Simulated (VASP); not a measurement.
## GaN: Born charges and dielectric tensor with LDA

**Experimental background.**

“Studying electronic properties in GaN without electrical contacts using γ-γ vs e−-γ Perturbed Angular Correlations”, 2019, pmc:6823545 quotes, for a bulk crystal of GaN: band gap 3.503 ± 0.005 eV (direct).

The system is GaN.

```
Ga N
1.0
     3.18000    0.00000    0.00000
    -1.59000    2.75396    0.00000
     0.00000    0.00000    5.16600
Ga N
2 2
Direct
  0.66667 0.33333 0.50000
  0.33333 0.66667 0.00000
  0.66667 0.33333 0.87500
  0.33333 0.66667 0.37500
```

```yaml
Program: VASP 6.6.1
Task: Born charges and dielectric tensor
Functional: LDA
Potentials_or_basis: VASP PAW LDA potentials, release 64 (Ga_d, N)
Cutoff: 520 eV
k_mesh: 10 × 10 × 5
Occupations: fermi-dirac, width 0.05 eV
Spin: no spin polarisation
Further_INCAR_settings: ALGO = Normal; EDIFF = 1e-08; IBRION = 8
```

```
Band gap on the k mesh                                  : 1.99 eV, direct
Electronic dielectric tensor (diagonal)                 : 5.74, 5.74, 5.88
Born charges (mean of the diagonal)                     : Ga +2.63; N -2.63 e
Highest phonon frequency at Γ, LO-TO splitting left out : 692 cm⁻¹
```

Levels at points of the mesh, in eV from the valence-band top:
| k point | band 14 | band 15 | band 16 | band 17 | band 18 | band 19 | band 20 | band 21 | band 22 |
| --- | --- | --- | --- | --- | --- | --- | --- | --- | --- |
| (0.00, 0.00, 0.00) | -1.08 | -1.08 | -0.06 | 0.00 | 0.00 | 1.99 | 4.21 | 9.10 | 9.73 |
| (0.50, 0.00, 0.00) | -5.35 | -4.33 | -2.81 | -2.30 | -1.00 | 4.91 | 5.53 | 5.93 | 8.53 |

Phonon frequencies in cm⁻¹ (negative: imaginary):
```csv
q point,frequencies
"(0.000, 0.000, 0.000)",0 0 0 139 139 335 539 539 540 547 547 692
```

Electronic dielectric tensor:
```
5.74 0.00 0.00
0.00 5.74 0.00
0.00 0.00 5.88
```

Born effective charge tensors (e):
atom 1, Ga
```
2.59 0.00 0.00
0.00 2.59 0.00
0.00 0.00 2.72
```
atom 2, Ga
```
2.59 0.00 0.00
0.00 2.59 0.00
0.00 0.00 2.72
```
atom 3, N
```
-2.59  0.00  0.00
 0.00 -2.59  0.00
 0.00  0.00 -2.72
```
atom 4, N
```
-2.59  0.00  0.00
 0.00 -2.59  0.00
 0.00  0.00 -2.72
```

Run time: 15 min on 1 thread of AMD EPYC 9R45 96-Core Processor (Zen 5), with other jobs on the host, peak memory 0.57 GiB.

Against the measured gap of GaN, 3.503 eV (direct; quoted in “Studying electronic properties in GaN without electrical contacts using γ-γ vs e−-γ Perturbed Angular Correlations”, 2019, pmc:6823545), the calculated 1.99 eV is off by -1.51 eV. Spin-orbit coupling on Ga is left out. The value is that of LDA, without temperature or zero-point motion. Semilocal functionals fall short of measured gaps as a rule.
